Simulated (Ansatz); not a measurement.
All numbers below come from Ansatz 0.2.0, DFT PBE, scalar-relativistic, plane waves, PAW. All cells share a 420 eV cutoff and Γ-centred k meshes spaced at most about 0.3 Å⁻¹ (about 0.25 or finer for metals, 2π included). No spin polarisation.

These are static total energies at zero pressure. Both are relaxed sheets, periodic along a and b.

Compare these two cells of Au, each relaxed at this level.

A.

```xyz
2
Lattice="4.4744 0.0000 0.0000 -2.2372 3.8750 0.0000 0.0000 0.0000 23.8000" Properties=species:S:1:pos:R:3 pbc="T T F"
Au    0.0000    2.5833    7.0000
Au    2.2372    1.2917    7.0000
```

B.

```xyz
1
Lattice="2.6623 0.0000 0.0000 0.0000 2.6622 0.0000 0.0000 0.0000 23.8000" Properties=species:S:1:pos:R:3 pbc="T T F"
Au    0.0000    0.0000    7.0000
```

Problem. Which form is favoured at zero pressure, and by what margin per atom?

Solution. B is lower, by 0.34 eV/atom. A has layer group p6/mmm (No. 80), 8.7 Å²/atom and no gap on its mesh; B has layer group p4/mmm (No. 61), 7.1 Å²/atom and no gap. Counting all near atoms (those within 1.25 times the shortest distance at each site), A has Au 3 and B has Au 4. In A, Au at height 0.00 Å has 3 Au at 2.58 Å. In B, Au at height 0.00 Å has 4 Au at 2.66 Å. Both come from invented guesses. The lowest form computed isn't among them: it has layer group p6/mmm (No. 80), 6.5 Å²/atom and lies 0.31 eV/atom below the best shown.

These runs have no spin–orbit coupling, which can matter for Au. Cells relaxed within their symmetry can be saddle points. Some types were kept out of the candidates beforehand, so the set may lack a known form.
